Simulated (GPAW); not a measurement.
A run of GPAW 26.7.0 is set up as follows.

run.py

```python
import numpy as np
from ase import Atoms
from ase.dft.bandgap import bandgap
from ase.io import write
from gpaw import GPAW, PW
from gpaw.response.df import DielectricFunction

atoms = Atoms(['Bi', 'Bi', 'Se', 'Se', 'Se'],
              cell=[[2.0292126242, 1.1715664548, 9.3504759364],
                    [-2.0292126242, 1.1715664548, 9.3504759364],
                    [0.0, -2.3431329097, 9.3504759364]],
              scaled_positions=[[0.5992, 0.5992, 0.5992],
                                [0.4008, 0.4008, 0.4008],
                                [0.7883, 0.7883, 0.7883],
                                [0.2117, 0.2117, 0.2117],
                                [0.0, 0.0, 0.0]],
              pbc=True)

calc = GPAW(mode=PW(500),
            xc='PBE',
            kpts={'size': (6, 6, 6), 'gamma': True},
            occupations={'name': 'fermi-dirac', 'width': 0.001},
            nbands=39,
            convergence={'density': 1e-06},
            maxiter=150,
            txt='gpaw.txt')
atoms.calc = calc
energy = atoms.get_potential_energy()
calc.write('gs.gpw')
write('result.traj', atoms)
print(f'Energy: {energy:.6f} eV')
print('Fermi level:', round(calc.get_fermi_level(), 4), 'eV')
print(f'Gap: {bandgap(calc)[0]:.4f} eV, direct: {bandgap(calc, direct=True)[0]:.4f} eV')

for size in [(6, 6, 6)]:
    name = 'x'.join(str(n) for n in size)
    dense = calc.fixed_density(kpts={'size': size, 'gamma': True},
                               nbands=70, convergence={'bands': 64, 'eigenstates': 1e-7},
                               update_fermi_level=True, txt=f'dense-{name}.txt')
    dense.write(f'{name}.gpw', mode='all')
    df = DielectricFunction(f'{name}.gpw', frequencies=np.array([0.0]), hilbert=False, eta=0.001,
                            ecut=80, nbands=64, intraband=False, txt=f'df-{name}.txt')
    for xc in ['RPA']:
        for direction in ['x', 'y', 'z', [0, 1, 1], [1, 0, 1], [1, 1, 0]]:
            e0, e = df.get_macroscopic_dielectric_constant(xc=xc, direction=direction)
            print(f'{name} {xc} {direction}: {e0:.4f} without, {e:.4f} with local fields')
```

Potentials or basis: GPAW PAW data sets (gpaw-data 1.2.1), pw.

Command:

```console
$ OMP_NUM_THREADS=1 python run.py
```

(1) Estimate the electronic dielectric tensor (diagonal).

(2) Estimate the band gap on the k mesh.

Answers

(1) 21.26, 21.26, 58.42.

(2) 0.14 eV, direct.

Caveat: the gap is small at this level, which inflates the dielectric constant; the long-wavelength limit can be off by a per cent or two; spin-orbit coupling is left out, which as a rule narrows the gap of such compounds by several tenths of an eV; the program warned that so skewed a cell can give wrong results.
